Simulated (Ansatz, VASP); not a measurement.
# Cross-check of HC10F (F-terminated C(111)) between VASP and Ansatz, part 3 of 3

One calculation is typed for both programs; each brings its own data sets and cutoff. How far apart do they land? The structure shown is the end of the VASP relaxation below.

VASP 6.6.1 and Ansatz 0.2.0.

So far: Starting point; VASP: relaxation, PBE; Ansatz: single point, PBE; Differences; Further runs; Ansatz: band structure, PBE.

## (7) VASP: band structure, PBE

Level of this step: PBE; plane waves and PAW (C, H, F) (VASP).

The same cell, functional, mesh and smearing now go to VASP, with its own data sets and cutoff.

INCAR reads:

```
SYSTEM = HC10F
PREC = Normal
ENCUT = 440
EDIFF = 1E-06
NELM = 120
ISMEAR = 0
SIGMA = 0.03
LREAL = .FALSE.
ALGO = Fast
GGA = PE
NBANDS = 36
LORBIT = 11
LWAVE = .FALSE.
LCHARG = .TRUE.
KPAR = 4
IDIPOL = 3
LDIPOL = .TRUE.
DIPOL = 0.5 0.5 0.497
LVHAR = .TRUE.
LVACPOTAV = .TRUE.
NEDOS = 1500
```

POSCAR reads:

```
HC10F
1.0
    2.5267879902      0.0000000000      0.0000000000
    1.2633939951      2.1882625895      0.0000000000
    0.0000000000      0.0000000000     27.1982334576
C H F
10 1 1
Direct
    0.3333333300      0.3333333300      0.3358100510
    0.6666666700      0.6666666700      0.3537512031
    0.6666666700      0.6666666700      0.4108772876
    0.0000000000      0.0000000000      0.4297986329
    0.0000000000      0.0000000000      0.4866973412
    0.3333333300      0.3333333300      0.5056457102
    0.3333333300      0.3333333300      0.5625253031
    0.6666666700      0.6666666700      0.5814826432
    0.6666666700      0.6666666700      0.6385884986
    0.0000000000      0.0000000000      0.6571115365
    0.3333333300      0.3333333300      0.2949836247
    0.0000000000      0.0000000000      0.7077994378
```

KPOINTS reads:

```
Automatic mesh
0
Gamma
12 12 1
0 0 0
```

KPOINTS_OPT reads:

```
Line mode
14
Line-mode
Reciprocal
  0.00000000   0.00000000   0.00000000 GAMMA
  0.00000000  -0.50000000   0.00000000 M

  0.00000000  -0.50000000   0.00000000 M
  0.33333333  -0.33333333   0.00000000 K

  0.33333333  -0.33333333   0.00000000 K
  0.00000000   0.00000000   0.00000000 GAMMA
```

Potentials, in the order of the species: C, H and F (PBE family, release 64).

Run with:

```console
mpirun -np 4 vasp_std
```

Numbers of over 12 decimals in the logs are rounded to 6 here.

Output:

```text
[... set-up lines as in an earlier step ...]
 entering main loop
       N       E                     dE             d eps       ncg     rms          rms(c)
DAV:   1     0.277234053607E+03    0.27723E+03   -0.21498E+04  1376   0.105E+03
DAV:   2    -0.775174381981E+02   -0.35475E+03   -0.33464E+03  1908   0.272E+02
DAV:   3    -0.101626426135E+03   -0.24109E+02   -0.23821E+02  1708   0.724E+01
DAV:   4    -0.102186384150E+03   -0.55996E+00   -0.55795E+00  1860   0.121E+01
[...]
RMM:  20    -0.981909054609E+02   -0.11226E-04   -0.14902E-06  1412   0.365E-03    0.106E-03
RMM:  21    -0.981909070526E+02   -0.15917E-05   -0.23077E-07  1305   0.192E-03    0.702E-04
RMM:  22    -0.981909078768E+02   -0.82428E-06   -0.91511E-08  1050   0.125E-03
 -----------------------------------------------------------------------------
|                                                                             |
|           W    W    AA    RRRRR   N    N  II  N    N   GGGG   !!!           |
|           W    W   A  A   R    R  NN   N  II  NN   N  G    G  !!!           |
[...]
1 F= -.98190908E+02 E0= -.98190908E+02  d E =-.649940E-11
 Start KPOINTS_OPT (optional k-point list driver)
k-point batch [1-19\42]
       N       E                     dE             ncg
DAV:   1    -0.614771582937E+03   -0.23683E+05     1392
DAV:   2    -0.685730485084E+04   -0.62425E+04     1868
DAV:   3    -0.736223519194E+04   -0.50493E+03     1720
DAV:   4    -0.737516121458E+04   -0.12926E+02     1864
DAV:   5    -0.737559437681E+04   -0.43316E+00     1920
DAV:   6    -0.737560770369E+04   -0.13327E-01     2004
DAV:   7    -0.737560810177E+04   -0.39808E-03     1944
DAV:   8    -0.737560811612E+04   -0.14350E-04     1652
DAV:   9    -0.737560811682E+04   -0.69960E-06     1304
[...]
k-point batch [39-42\42]
       N       E                     dE             ncg
DAV:   1     0.266414621740E+05   -0.28727E+03      296
DAV:   2     0.253603048670E+05   -0.12812E+04      380
DAV:   3     0.252333330421E+05   -0.12697E+03      368
DAV:   4     0.252278758327E+05   -0.54572E+01      440
DAV:   5     0.252277737901E+05   -0.10204E+00      392
DAV:   6     0.252277691685E+05   -0.46216E-02      472
DAV:   7     0.252277690689E+05   -0.99632E-04      416
DAV:   8     0.252277690645E+05   -0.43654E-05      408
DAV:   9     0.252277690642E+05   -0.28232E-06      304
```

Parts of OUTCAR (step 7):

```text
  Total        0.6575365      0.6575365     -0.6940898      0.0000000      0.0000000      0.0000000
  in kB        7.0052161      7.0052161     -7.3946446      0.0000000      0.0000000      0.0000000
  external PRESSURE =       2.2052625 kB  Pullay stress =       0.0000000 kB

 POSITION                                       TOTAL-FORCE (eV/Angst)
 -----------------------------------------------------------------------------------
      1.26339      0.72942      9.13344        -0.000000     -0.000000     -0.004036
      2.52679      1.45884      9.62141         0.000000     -0.000000     -0.013531
      2.52679      1.45884     11.17514        -0.000000     -0.000000     -0.001824
      0.00000      0.00000     11.68976         0.000000     -0.000000      0.004337
      0.00000      0.00000     13.23731        -0.000000     -0.000000     -0.007864
      1.26339      0.72942     13.75267        -0.000000     -0.000000      0.000512
      1.26339      0.72942     15.29969         0.000000     -0.000000      0.001154
      2.52679      1.45884     15.81530        -0.000000     -0.000000      0.009183
      2.52679      1.45884     17.36848        -0.000000     -0.000000      0.010160
      0.00000      0.00000     17.87227         0.000000      0.000000     -0.006844
      1.26339      0.72942      8.02303        -0.000000      0.000000      0.002669
      0.00000      0.00000     19.25089        -0.000000      0.000000      0.006084
 -----------------------------------------------------------------------------------
    total drift:                               -0.000131     -0.000076      0.001586

  FREE ENERGIE OF THE ION-ELECTRON SYSTEM (eV)
  ---------------------------------------------------
  free  energy   TOTEN  =       -98.1909078768 eV

  energy  without entropy=      -98.1909078768  energy(sigma->0) =      -98.19090788

[... 2 parts as in an earlier step ...]

[... 1 further part left out ...]
[key lines of the parts left out:]
E-fermi :   0.7756
```

## (8) Differences

Compared:

```
                     quantity  Ansatz   VASP  difference
gap over the path points (eV)   2.516  2.511      +0.004
```

Levels at points of the path, from each program's valence-band top (eV; 4 filled, then empty):

```
k (reciprocal lattice)                                  Ansatz                                    VASP
     0.000 0.000 0.000    -0.58 -0.58 0.00 0.00 2.52 4.04 5.01    -0.58 -0.58 0.00 0.00 2.51 3.93 4.98
    0.000 -0.038 0.000  -0.73 -0.63 -0.14 -0.05 2.55 4.08 5.06  -0.73 -0.64 -0.14 -0.05 2.54 3.97 5.03
    0.000 -0.077 0.000  -1.08 -0.78 -0.51 -0.18 2.65 4.21 5.17  -1.08 -0.78 -0.51 -0.18 2.65 4.10 5.15
    0.000 -0.154 0.000  -1.70 -1.36 -1.30 -0.62 3.05 4.69 5.18  -1.69 -1.35 -1.30 -0.61 3.05 4.59 5.16
    0.000 -0.192 0.000  -2.18 -1.61 -1.59 -0.87 3.34 4.96 5.15  -2.16 -1.61 -1.59 -0.86 3.34 4.91 5.09
    0.000 -0.269 0.000  -2.90 -2.25 -2.12 -1.31 4.07 4.77 5.54  -2.88 -2.25 -2.12 -1.29 4.07 4.76 5.52
    0.000 -0.308 0.000  -3.17 -2.53 -2.39 -1.49 4.37 4.80 5.50  -3.15 -2.54 -2.39 -1.46 4.36 4.79 5.48
    0.000 -0.346 0.000  -3.43 -2.78 -2.65 -1.63 4.46 5.05 5.54  -3.40 -2.78 -2.65 -1.60 4.44 5.04 5.52
    0.000 -0.423 0.000  -3.80 -3.13 -3.03 -1.81 4.59 5.25 5.77  -3.78 -3.13 -3.03 -1.78 4.57 5.23 5.75
    0.000 -0.462 0.000  -3.91 -3.22 -3.13 -1.86 4.73 5.28 5.51  -3.89 -3.22 -3.13 -1.82 4.71 5.26 5.49
```

At this near-relaxed geometry the largest component of a force difference is 335 meV/Å. Among the levels compared at these points, filled levels agree within 42 meV and empty ones within 112 meV.

## (9) What the set-up changes

Further runs change the set-up of one program: Ansatz's method, potentials or start, or VASP's data sets, cutoff or form of LDA. The table gives Ansatz less VASP for each quantity, since a change that brings one quantity closer may part another.

```
                                        run  r.m.s. force difference (meV/Å)  gap over the path points (eV)
                                   as above                               75                         0.0043
   Ansatz's larger PAW set (cutoff 1300 eV)                               70                          0.013
norm-conserving potentials (cutoff 1320 eV)                               56                         0.0040
```

## (10) What came out

```yaml
r_m_s_force_difference_single_point_pbe: 75 meV/Å
r_m_s_force_difference_band_structure_pbe: 75 meV/Å
```

**Reading.** The r.m.s. force difference is 75 meV/Å (single point, PBE), beyond the 12 meV/Å picked in this series as the mark of a large difference. Single point, PBE, Ansatz's larger PAW set (cutoff 1300 eV): the difference in gap on the k mesh goes from 0.0080 to 0.016 eV. Single point, PBE, norm-conserving potentials (cutoff 1320 eV): r.m.s. force difference goes from 75 to 56 meV/Å. Band structure, PBE, Ansatz's larger PAW set (cutoff 1300 eV): the difference in gap over the path points goes from 0.0043 to 0.013 eV. Band structure, PBE, norm-conserving potentials (cutoff 1320 eV): r.m.s. force difference goes from 75 to 56 meV/Å. Such differences can come from data sets, numerical settings and the points named under the comparisons, not from the functional's error against experiment.

[Lines on the potential files, build, host, timing and source positions are cut from VASP's logs without a mark.]

[Logs are printed without paths, hosts, clocks, repeated set-up lines and the standing remarks that a program may print on its own settings, such as how far it seeks lower states.]

[Hosts, paths, dates, database ids (printed as entryN), source tags and the programs' standing remarks are cut or masked in the printed files.]
